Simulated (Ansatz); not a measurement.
(001) slab cut from the bulk of Ag, 15 Å of vacuum:

```yaml
crystal:
  lattice:
    - [2.86874, 0.00000, 0.00000]
    - [-1.43437, 2.48440, 0.00000]
    - [0.00000, 0.00000, 29.03935]
  atoms:
    - { symbol: Ag, position: [0.00000, 0.00000, 0.25827] }
    - { symbol: Ag, position: [0.66667, 0.33333, 0.33878] }
    - { symbol: Ag, position: [0.33333, 0.66667, 0.41929] }
    - { symbol: Ag, position: [0.66667, 0.33333, 0.50000] }
    - { symbol: Ag, position: [0.33333, 0.66667, 0.58051] }
    - { symbol: Ag, position: [0.00000, 0.00000, 0.66102] }
    - { symbol: Ag, position: [0.33333, 0.66667, 0.74173] }
```

These are results of DFT PBEsol, scalar-relativistic, plane waves, PAW (Ansatz 0.2.0), not measurements. Settings: cutoff 420 eV, Γ-centred mesh 12×12×1 on the computed 7-atom cell, Gaussian smearing of 0.10 eV; no spin polarisation. A dipole correction removes the field between periodic images along c.

This base run converges in 8 iterations with a largest force of 0.044 eV/Å and a work function of 4.67 eV on the top face.

One setting at a time is then changed, some of them on purpose to poor values; changes count from the base run, energies are extrapolated to zero smearing, γ keeps the base's bulk energy, atoms stay where they are, a change of functional drops any dispersion correction, and risky runs are capped at 50 to 100 iterations.

(1) What does each change do? field of 0.1 V/Å along c; spin: collinear; k mesh 6×6×1; functional PBE; vacuum of 7 Å; vacuum of 10 Å; vacuum of 3 Å; field of 4.0 V/Å along c; cutoff 120 eV.

In some of the runs (vacuum 7, vacuum 10, vacuum 3, field 4.0, cutoff 120) charge leaks into the vacuum, so their work functions can be off.

Results:

(1)
```csv
change,outcome,SCF iterations,ΔE (meV/atom),Δγ (J/m²),Δφ top (eV),largest force (eV/Å),largest change of a force (eV/Å)
field of 0.1 V/Å along c,converged,10,-0.5,,,0.044,0.002
spin: collinear,converged with warnings,15,0.0,0.000,0.00,0.044,0.000
k mesh 6×6×1,converged,10,+33.4,+0.263,0.00,0.143,0.124
functional PBE,converged,8,,,-0.13,0.322,0.342
vacuum of 7 Å,converged with warnings,8,-0.4,-0.003,-0.07,0.044,0.002
vacuum of 10 Å,converged with warnings,8,0.0,0.000,0.00,0.044,0.000
vacuum of 3 Å,converged with warnings,12,-70.1,-0.552,,0.470,0.494
field of 4.0 V/Å along c,converged with warnings,12,-783.7,,,0.209,0.233
cutoff 120 eV,converged with warnings,16,+166400.1,,,7.157,7.181
```

The reference crystal is a form of Ag, which isn't its usual structure.

Cost: 10 runs of about 5.2 core-minutes in all, on AMD EPYC 7R43 (Zen 3) (shared hosts).